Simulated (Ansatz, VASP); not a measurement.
One calculation of Mg, two programs

Contents of INCAR:

```
SYSTEM = Mg
ALGO = Normal ; EDIFF = 1E-6
ENCUT = 520 ; GGA = RE
ISIF = 2 ; ISMEAR = -1
LASPH = .True. ; LCHARG = .True.
LELF = .True. ; LREAL = .False.
LVHAR = .True. ; LWAVE = .False.
NBANDS = 12 ; NELM = 80
PREC = Accurate ; SIGMA = 0.1
```

File KPOINTS:

```
k-points
0
Gamma
  13 13 4
  0 0 0
```

Contents of POSCAR:

```
Mg
1.0
    3.3090078230      0.0000000000      0.0000000000
   -1.6545039115      2.8656848360      0.0000000000
    0.0000000000      0.0000000000     10.7642397699
Mg
4
Direct
    1.0000000000      0.0000000000      1.0000000000
    1.0000000000      1.0000000000      0.5000000000
    0.3333333333      0.6666666667      0.2500000000
    0.6666666667      0.3333333333      0.7500000000
```

Input for Ansatz:

```yaml
crystal:
  lattice:
    - [3.309007823, 0.0, 0.0]
    - [-1.6545039115, 2.865684836, 0.0]
    - [0.0, 0.0, 10.7642397699]
  atoms:
    - { symbol: Mg, position: [1.0, 0.0, 1.0] }
    - { symbol: Mg, position: [1.0, 1.0, 0.5] }
    - { symbol: Mg, position: [0.3333333333, 0.6666666667, 0.25] }
    - { symbol: Mg, position: [0.6666666667, 0.3333333333, 0.75] }
hamiltonian:
  xc: revpbe
  pseudopotentials:
    kind: paw
    azcp:
      Mg: "pseudopotentials/Mg.paw.azcp"
basis:
  ecutwfc: 420
  fft_grid_basis: typed
kpoints:
  mp_grid: { grid: [13, 13, 4], shift: [0, 0, 0] }
magnetization:
  spin_polarized: false
scf:
  occupations: { method: fermi_dirac, width: 0.1 }
  lower_state_search: "off"
output:
  stress: true
```

Alike in both runs: task single point; functional revPBE; k mesh 13 × 13 × 4; occupations fermi-dirac, width 0.1 eV; no spin polarisation.

|  | VASP | Ansatz |
| --- | --- | --- |
| version | VASP 6.6.1 | Ansatz 0.2.0 |
| potentials or method | VASP PAW PBE potentials, release 64 (Mg) | plane waves (420 eV) with PAW, scalar-relativistic |
| plane-wave cutoff (eV) | 520 | 420 |
| valence electrons in the cell | 8 | 40 |

```tsv
	VASP	Ansatz	Ansatz less VASP
pressure (GPa)	-2.3	-2.2	+0.16
```

With one functional, cell and mesh, what is left measures potentials, basis and numerics. The two sets of potentials don't hold the same shells in valence.

Caveats: the PAW data sets were made with another functional, which shifts forces and pressure a little (VASP).
